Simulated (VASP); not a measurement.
Energy against volume of ZnTe (zinc blende). Calculation: PBE0 hybrid, VASP's PBE PAW potentials (set 64) (plane waves; VASP).

```tsv
V (Å³/atom)	E (eV/atom)
26.899	-3.46209
27.785	-3.47862
28.672	-3.48491
29.559	-3.48258
30.446	-3.47298
```

**Question.** Fit a third-order Birch-Murnaghan equation of state.

**Answer.** 
* **volume per atom**: 28.85 Å³/atom
* **bulk modulus**: 488 kbar
* **pressure derivative of the bulk modulus**: 4.53
* **lattice constant a**: 6.134 Å

Measured: bulk modulus 51.0 GPa (computed value off by -4.3 %), as given by Determination of phase transition pressures of ZnTe under quasihydrostatic conditions, doi 10.1007/BF00998350 (1994); a 6.104 Å (computed value off by +0.5 %), as given by Martin Albrecht et al., Physical review. B, Condensed matter (1997), arXiv:cond-mat/9706128. The calculation is for a static lattice, while the measured bulk modulus, a hold thermal and zero-point effects, which are part of the difference.

The compound is ZnTe in the zinc blende structure. It was relaxed first. The cell's shape comes from a PBE relaxation.
